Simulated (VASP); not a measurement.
Here is a VASP 6.6.1 calculation.

File INCAR:

```
SYSTEM = Al
PREC = Accurate
ENCUT = 600
EDIFF = 1E-7
ISMEAR = 1
SIGMA = 0.1
LREAL = .False.
LASPH = .True.
NELM = 80
ALGO = Normal
ISIF = 2
LWAVE = .False.
LCHARG = .False.
GGA = CA
IBRION = 2
NSW = 40
EDIFFG = -0.01
```

KPOINTS

```
regular mesh
0
Gamma
  16 16 16
  0 0 0
```

File POSCAR:

```
Al                                      
1.0
    0.0000000000      2.0054334973      2.0054334973
    2.0054334973      0.0000000000      2.0054334973
    2.0054334973      2.0054334973      0.0000000000
  Al            
     1
Direct
     0.0000000000000000    0.0000000000000000    0.0000000000000000
```

Potentials or basis: VASP PAW LDA potentials, release 64 (Al).

The run is started by

```bash
$ cat potpaw_LDA.64/Al/POTCAR > POTCAR
$ mpirun -np 1 vasp_std > vasp.out
```

Problem. Predict the band gap on the k mesh.

Solution. None (metal or under the smearing width).

Final structure:
```
CELL_PARAMETERS angstrom
0.00000 2.00543 2.00543
2.00543 0.00000 2.00543
2.00543 2.00543 0.00000
ATOMIC_POSITIONS crystal
Al 0.00000 0.00000 0.00000
```

Caveat: the relaxation stopped at its first step, so nothing moved.
